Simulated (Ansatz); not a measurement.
Input of an Ansatz 0.2.0 run:

Contents of input.yaml:

```yaml
crystal:
  lattice:
    - [0.0, 2.8331200468, 2.8331200468]
    - [2.8331200468, 0.0, 2.8331200468]
    - [2.8331200468, 2.8331200468, 0.0]
  atoms:
    - { symbol: S, position: [0.25, 0.25, 0.25] }
    - { symbol: Mg, position: [0.0, 0.0, 0.0] }
kpoints:
  mp_grid: { grid: [8, 8, 8] }
scf:
  occupations: { method: fermi_dirac, width: 0.05 }
hamiltonian:
  xc: pbesol
  pseudopotentials: { kind: all_electron, lapw: { basis_error: 0.001 } }
output: {}
phonons:
  method: fd
  supercell: [1, 1, 1]
```

Potentials or basis: all-electron LAPW, scalar-relativistic.

Launch:

```bash
$ ansatz run input.yaml --threads 1 --pin off --max-ram 3072MiB --backend cpu --events-out ev --progress --plain --runs-dir out
```

What does it give for the highest phonon frequency at Γ, LO-TO splitting left out?

328 cm⁻¹.

Predict the band gap on the k mesh.

3.28 eV, direct.

Phonon frequencies in cm⁻¹ (negative: imaginary):
```tsv
q point	frequencies
(0.000, 0.000, 0.000)	0 0 0 328 328 328
```

A k mesh can miss the band edges. Expect the measured gap to be larger: semilocal functionals such as PBEsol lack the derivative discontinuity.
